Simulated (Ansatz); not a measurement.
What does Ansatz print for the nuclei with this input?

The cell is a structure deposited in the COD (the entry's cell lengths or inner coordinates differ somewhat from later room-temperature determinations), taken as it stands.

```yaml
crystal:
  lattice:
    - [4.26, 0.0, 0.0]
    - [0.0, 4.26, 0.0]
    - [0.0, 0.0, 4.26]
  atoms:
    - { symbol: Cu, position: [0.25, 0.25, 0.25] }
    - { symbol: Cu, position: [0.25, 0.75, 0.75] }
    - { symbol: Cu, position: [0.75, 0.75, 0.25] }
    - { symbol: Cu, position: [0.75, 0.25, 0.75] }
    - { symbol: O, position: [0.0, 0.0, 0.0] }
    - { symbol: O, position: [0.5, 0.5, 0.5] }
kpoints:
  mp_grid: { grid: [7, 7, 7] }
scf:
  occupations: { method: fermi_dirac, width: 0.02 }
hamiltonian:
  xc: pbe
  pseudopotentials: { kind: paw }
output:
  forces: true
  stress: true
  populations: true
  efg:
    quadrupole_moments_barn: { Cu: -0.22, O: -0.02558 }
    contact_densities: true
```

```sh
ansatz run input.yaml --threads 4 --pin off --max-ram 8192MiB --backend cpu --events-out ev --progress --plain --runs-dir out
```

Of the output, the block on the nuclei alone is shown; the set-up, the SCF iterations, energies, forces and stress are cut.

```
--- PAW observables at the nuclei: V_zz in 10²¹ V/m², potentials from the cell's mean, atoms counted from 1 ---
  atom   1  Cu V_zz =    -5.304688   η = 0.0000   by run symmetry: allowed   C_q = +28.2187 MHz
            electrostatic potential = -3756.655779 V   contact ρ = 147557.314797 e/Å³
  atom   2  Cu V_zz =    -5.304688   η = 0.0000   by run symmetry: allowed   C_q = +28.2187 MHz
            electrostatic potential = -3756.655779 V   contact ρ = 147557.314797 e/Å³
  atom   3  Cu V_zz =    -5.304688   η = 0.0000   by run symmetry: allowed   C_q = +28.2187 MHz
            electrostatic potential = -3756.655779 V   contact ρ = 147557.314797 e/Å³
  atom   4  Cu V_zz =    -5.304688   η = 0.0000   by run symmetry: allowed   C_q = +28.2187 MHz
            electrostatic potential = -3756.655779 V   contact ρ = 147557.314797 e/Å³
  atom   5  O  V_zz =    -0.000000   η = 0.0000   by run symmetry: forbidden   C_q = +0.0000 MHz
            electrostatic potential = -623.228479 V   contact ρ = 2155.865039 e/Å³
  atom   6  O  V_zz =    -0.000000   η = 0.0000   by run symmetry: forbidden   C_q = +0.0000 MHz
            electrostatic potential = -623.228479 V   contact ρ = 2155.865039 e/Å³
```

The run took 0.91 s of wall time (2.3 s of CPU time) and 0.53 GiB at its peak, on 4 threads of AMD EPYC 9R45 (Zen 5) (x86_64; 16 cores open to the job, memory cap 8.0 GiB, no GPU), a shared host with a load of 0.4 a core.

Semilocal functionals underestimate gradients at Cu(I) with two or three neighbours, in Cu₂O by a fifth to nearly a half.
